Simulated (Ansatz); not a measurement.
An Ansatz run on SrO in the rocksalt structure left the output below. The geometry is the r2SCAN minimum.

The cell:
```
CELL_PARAMETERS angstrom
0.00000 2.57989 2.57989
2.57989 0.00000 2.57989
2.57989 2.57989 0.00000
ATOMIC_POSITIONS crystal
Sr 0.00000 0.00000 0.00000
O 0.50000 0.50000 0.50000
```

What the program printed (shortened):
```
Functional definition: r2SCAN
Crystal: 2 atoms, lattice volume = 34.343 Å³
Basis set: ecut = 500 eV, 893 PW (Γ)
Bands: 12, of which v1, the nominal top of the filled ones, is band 8 counted from 1 (7 counted from 0)
Symmetry: 48 space group operations
k-points: 59 of 512 (irreducible under 8 space group operations, time reversal used)
preconditioner: auto → none  [insulator: Δε(μ)=4.042 eV  ℏωp=23.7 eV]
SCF converged after 9 iterations
Free energy (F): -4127.055325 eV
Fermi energy:    7.495305 eV
--- Dielectric response (ions clamped): 1 representative field direction + reference, on 59 of 512 k-points ---
  ε∞ (high-frequency dielectric tensor):
        3.516143     0.000000     0.000000
        0.000000     3.516143     0.000000
        0.000000     0.000000     3.516143
  Born effective charges Z* (e; rows j = field, columns β = displacement):
    site 0:
         2.41314    0.00000    0.00000
         0.00000    2.41314    0.00000
         0.00000    0.00000    2.41314
    site 1:
        -2.41314    0.00000    0.00000
         0.00000   -2.41314    0.00000
         0.00000    0.00000   -2.41314
```

**Question.** Write the input file that gave this output.

**Answer.**
```yaml
crystal:
  # lattice and atoms as above
kpoints:
  mp_grid: { grid: [8, 8, 8] }
hamiltonian:
  xc: r2scan
scf:
  occupations: { method: fixed }
dielectric: {}
```
A response with clamped ions alone is the dielectric block. Keys that aren't typed take their defaults; thresholds and the kind of smearing can't be read off these lines.

Command: `ansatz run input.yaml --threads 2 --pin off --max-ram 2211MiB --backend cpu --events-out ev --progress --plain --runs-dir out`. Wall time 9.4 s on 2 threads of Arm Neoverse V2 (shared host), load about 0.4 per core; peak host memory 0.56 GiB.

(Simulation; spin polarisation is off.)
